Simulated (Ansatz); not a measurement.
**Trigonal tellurium under LDA: testing the Methfessel-Paxton smearing**

Aim: find which Methfessel-Paxton smearing width is enough for energy and pressure. The geometry was relaxed under LDA beforehand and stays fixed; 7 values are run, from 0.01 to 1.0 eV. Wanted are the values from which on the energy stays within 10 and 1 meV/atom, and the pressure within 0.5 GPa, of the narrowest run. Within the series other settings stay, but some runs also write fields, which adds to their time. Spin polarisation is left out.

Program: Ansatz 0.2.0. Level of theory: DFT LDA, plane waves with PAW, scalar-relativistic. These are calculated values, not measurements.

1 further run of the same task is left out (set aside as unsound or not needed).

**1. Starting point**

The structure is trigonal, space group P3_121 (No. 152). The conventional cell has a = 4.297 Å, b = 4.297 Å, c = 5.904 Å, α = 90.00°, β = 90.00°, γ = 120.00°. Te (site symmetry 2) is surrounded by 6 Te at 2.90 to 3.32 Å.

Structure file:

```
Te
1.0
     4.29663    0.00000    0.00000
    -2.14832    3.72099    0.00000
     0.00000    0.00000    5.90411
Te
3
Direct
  0.28554 0.00000 0.33333
  0.00000 0.28554 0.66667
  0.71446 0.71446 0.00000
```

**2. Width 0.01 eV**

The run at 0.01 eV.

Contents of input.yaml:

```yaml
crystal:
  lattice:
    - [4.2966332825, 0.0, 0.0]
    - [-2.1483166412, 3.7209935734, 0.0]
    - [0.0, 0.0, 5.9041060663]
  atoms:
    - { symbol: Te, position: [0.2855404168, 1.0, 0.3333333333] }
    - { symbol: Te, position: [1.0, 0.2855404168, 0.6666666667] }
    - { symbol: Te, position: [0.7144595832, 0.7144595832, 1.0] }
hamiltonian:
  xc: lda
  pseudopotentials:
    kind: paw
    azcp:
      Te: "pseudopotentials/Te.paw.azcp"
basis:
  ecutwfc: 420
  fft_grid_basis: typed
kpoints:
  mp_grid: { grid: [9, 9, 6], shift: [0, 0, 0] }
magnetization:
  spin_polarized: false
scf:
  occupations: { method: methfessel_paxton, width: 0.01 }
  lower_state_search: "off"
output:
  stress: true
```

Command:

```
> ansatz run input.yaml --threads 2 --pin off --max-ram 5120MiB --backend cpu --events-out ev --progress --plain --runs-dir out
```

**3. Width 0.03 eV**

The run at 0.03 eV.

input.yaml, as its differences from that of step 2:

```diff
@@ -23,3 +23,3 @@
 scf:
-  occupations: { method: methfessel_paxton, width: 0.01 }
+  occupations: { method: methfessel_paxton, width: 0.03 }
   lower_state_search: "off"
@@ -27 +27,5 @@
   stress: true
+  write_density: true
+  write_potential: true
+  elf: true
+  volumetric_format: npy
```

**4. Width 0.1 eV**

The run at 0.1 eV.

input.yaml, as its differences from that of step 3:

```diff
@@ -23,3 +23,3 @@
 scf:
-  occupations: { method: methfessel_paxton, width: 0.03 }
+  occupations: { method: methfessel_paxton, width: 0.1 }
   lower_state_search: "off"
@@ -27,5 +27 @@
   stress: true
-  write_density: true
-  write_potential: true
-  elf: true
-  volumetric_format: npy
```

**5. Width 0.2 eV**

The run at 0.2 eV.

input.yaml, as its differences from that of step 4:

```diff
@@ -23,3 +23,3 @@
 scf:
-  occupations: { method: methfessel_paxton, width: 0.1 }
+  occupations: { method: methfessel_paxton, width: 0.2 }
   lower_state_search: "off"
```

**6. Width 0.3 eV**

The run at 0.3 eV.

input.yaml, as its differences from that of step 5:

```diff
@@ -23,3 +23,3 @@
 scf:
-  occupations: { method: methfessel_paxton, width: 0.2 }
+  occupations: { method: methfessel_paxton, width: 0.3 }
   lower_state_search: "off"
```

**7. Width 0.6 eV**

The run at 0.6 eV.

input.yaml, as its differences from that of step 6:

```diff
@@ -23,3 +23,3 @@
 scf:
-  occupations: { method: methfessel_paxton, width: 0.3 }
+  occupations: { method: methfessel_paxton, width: 0.6 }
   lower_state_search: "off"
```

**8. Width 1.0 eV**

The run at 1.0 eV.

input.yaml, as its differences from that of step 7:

```diff
@@ -23,3 +23,3 @@
 scf:
-  occupations: { method: methfessel_paxton, width: 0.6 }
+  occupations: { method: methfessel_paxton, width: 1.0 }
   lower_state_search: "off"
```

(Steps that only read results are left out.)

What does the calculation give?

**Answer**, as computed:

| quantity | value |
| --- | --- |
| E(σ → 0) stays within 10 meV/atom of 0.01 eV | up to 0.6 eV |
| E(σ → 0) stays within 1 meV/atom | up to 0.3 eV |
| pressure stays within 0.5 GPa | up to 1.0 eV |
| pressure at 0.01 eV | -0.10 GPa |

**Reading.** The far end, 1.0 eV, lies +19.6 meV/atom and -0.2 GPa from the yardstick. Over the range F shifts by +35.5 meV/atom, while E(σ → 0) shifts by +19.6. This scheme cancels the term in the square of the width, so F moves little up to 0.2 eV. The mesh (9×9×6) is fixed, so the narrowest widths carry a k-point error of their own. The cell taken over is 7 % smaller than the measured one (33.92 Å³/atom, COD).
